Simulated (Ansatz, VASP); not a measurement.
**Two plane-wave programs on SnSe**

```
Sn Se
1.0
     0.00000    3.04961    3.04961
     3.04961    0.00000    3.04961
     3.04961    3.04961    0.00000
Sn Se
1 1
Direct
  0.00000 0.00000 0.00000
  0.50000 0.50000 0.50000
```

Measurements of this composition are mostly on another form, of space group No. 62.

Alike in both runs: task single point; functional PBEsol; k mesh 8 × 8 × 8; occupations fermi-dirac, width 0.05 eV; no spin polarisation.

```csv
,VASP,Ansatz
version,VASP 6.6.1,Ansatz 0.2.0
potentials or method,"VASP PAW PBE potentials, release 64 (Sn_d, Se)",Ansatz PAW
plane-wave cutoff (eV),520,420
valence electrons in the cell,20,30
```

|  | VASP | Ansatz | Ansatz less VASP |
| --- | --- | --- | --- |
| gap on the k mesh at the Fermi level (eV) | 0.49 | 0.48 | -0.002 |
| least direct gap on the mesh (eV) | 0.49 | 0.48 | -0.002 |
| pressure (GPa) | -3.6 | -3.6 | 0.00 |

The two sets of potentials don't hold the same shells in valence.

Caveats: spin-orbit coupling is left out, which moves the levels of the heavy elements; the PAW data sets were made with another functional, which shifts forces and pressure a little (VASP); the PAW data sets come from PBE, with cores solved anew for the run's functional, which leaves a small shift of forces and pressure (Ansatz).
